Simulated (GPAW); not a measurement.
**PtS2: single point with PBE**

The system is PtS2.

```
Pt S
1.0
     3.54320    0.00000    0.00000
    -1.77160    3.06850    0.00000
     0.00000    0.00000    5.03880
Pt S
1 2
Direct
  0.00000 0.00000 0.00000
  0.66667 0.33333 0.77300
  0.33333 0.66667 0.22700
```

| Property | Result |
| --- | --- |
| Program | GPAW 26.7.0 |
| Task | single point |
| Functional | PBE |
| Potentials or basis | GPAW PAW data sets (gpaw-data 1.2.1) |
| Cutoff | 600 eV |
| Basis | pw |
| k mesh | 9 × 9 × 5 |
| Occupations | gaussian, width 0.024 eV |
| Spin | no spin polarisation |

| Item | Value |
| --- | --- |
| Pressure | 11.7 GPa |
| Largest force | 1.292 eV/Å |
| Band gap on the k mesh | 0.99 eV, indirect (least direct gap 1.04 eV) |

Forces on the atoms (eV/Å):
```
Pt   0.000  0.000  0.000
S    0.000  0.000 -1.292
S    0.000  0.000  1.292
```

Stress tensor (GPa, compression positive):
```
12.33  0.00  0.00
 0.00 12.33  0.00
 0.00  0.00 10.57
```

Levels at points of the mesh, in eV from the valence-band top:
| k point | band 12 | band 13 | band 14 | band 15 | band 16 | band 17 |
| --- | --- | --- | --- | --- | --- | --- |
| (0.00, 0.00, 0.00) | -1.13 | -1.13 | -0.12 | 2.43 | 2.43 | 4.77 |

It took 52 s on 1 thread of Arm Neoverse V1, on a shared host, peak memory 0.2 GiB.

Caveat: spin-orbit coupling is left out, which moves the levels of the heavy elements; an odd mesh through Γ misses points on the zone boundary, where band edges often lie; forces of over 1 eV/Å show positions far from the minimum, so gaps and moduli don't describe the material at rest. PBE gaps usually lie below the measured ones, often by a third to a half.
